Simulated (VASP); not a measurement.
A run of VASP 6.6.1 is set up as follows.

INCAR

```
PREC = Accurate ; ENCUT = 520
EDIFF = 1E-6 ; ISMEAR = 0
SIGMA = 0.05 ; LREAL = F
LASPH = T ; NELM = 60
ALGO = Normal ; ISIF = 2
LWAVE = F ; LCHARG = F
GGA = CA ; NBANDS = 18
```

KPOINTS

```
regular mesh
0
Gamma
  9 9 4
```

File POSCAR:

```
LiCl
1.0
    3.8267601531      0.0000000000      0.0000000000
   -1.9133800766      3.3140715068      0.0000000000
    0.0000000000      0.0000000000      6.3571610000
Li Cl
2 2
Direct
    0.6666666667      0.3333333333      0.8760170000
    0.3333333333      0.6666666667      0.3760170000
    0.6666666667      0.3333333333      0.4989840000
    0.3333333333      0.6666666667      0.9989840000
```

Potentials or basis: VASP PAW LDA potentials, release 64 (Li_sv, Cl).

The run is started by

```console
$ cat potpaw_LDA.64/Li_sv/POTCAR potpaw_LDA.64/Cl/POTCAR > POTCAR
$ mpirun -np 1 vasp_std > vasp.out
```

**Question.** Estimate the band gap on the k mesh.

**Answer.** 5.69 eV, direct.

**Question.** What does it give for the largest force?

**Answer.** 0.044 eV/Å.

Forces in eV/Å, atoms in the order of the input:
```
Li   0.000  0.000 -0.044
Li   0.000  0.000 -0.044
Cl   0.000  0.000  0.044
Cl   0.000  0.000  0.044
```

Caveat: an odd mesh through Γ misses points on the zone boundary, where band edges often lie.
